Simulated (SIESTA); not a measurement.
The system is MgS (Niningerite).

```
S Mg
1.0
     0.00000    2.60165    2.60165
     2.60165    0.00000    2.60165
     2.60165    2.60165    0.00000
S Mg
1 1
Cartesian
  2.6016 2.6016 2.6016
  0.0000 0.0000 0.0000
```

Base run:

```yaml
Program: SIESTA 5.4.2
Functional: PBE
Potentials_or_basis: PseudoDojo 0.4 standard (PBE files)
Basis: DZP (energy shift 0.003 Ry; two zetas on semicore shells)
Grid_cutoff: 800 Ry
Energy_shift: 0.003 Ry
k_mesh: 9 × 9 × 9
Occupations: fermi-dirac, width 0.05 eV
Spin: no spin polarisation
```

Its results: band gap on the k mesh 2.85 eV, indirect (least direct gap 3.77 eV); pressure 3.4 GPa.

The run is repeated on the same cell with these changes: functional from PBE to PBEsol; potentials or basis from PseudoDojo 0.4 standard (PBE files) to PseudoDojo 0.4 standard (PBEsol files). What comes out?

Band gap on the k mesh 2.78 eV, indirect (least direct gap 3.68 eV); pressure 1.2 GPa.

Caveats: the basis of atomic orbitals isn't converged, which shifts pressures, moduli and gaps; the mesh misses the band edges, which the band path finds closer together (some runs); an odd mesh through Γ misses points on the zone boundary, where band edges often lie (some runs).

Not every run made on this cell is shown here.
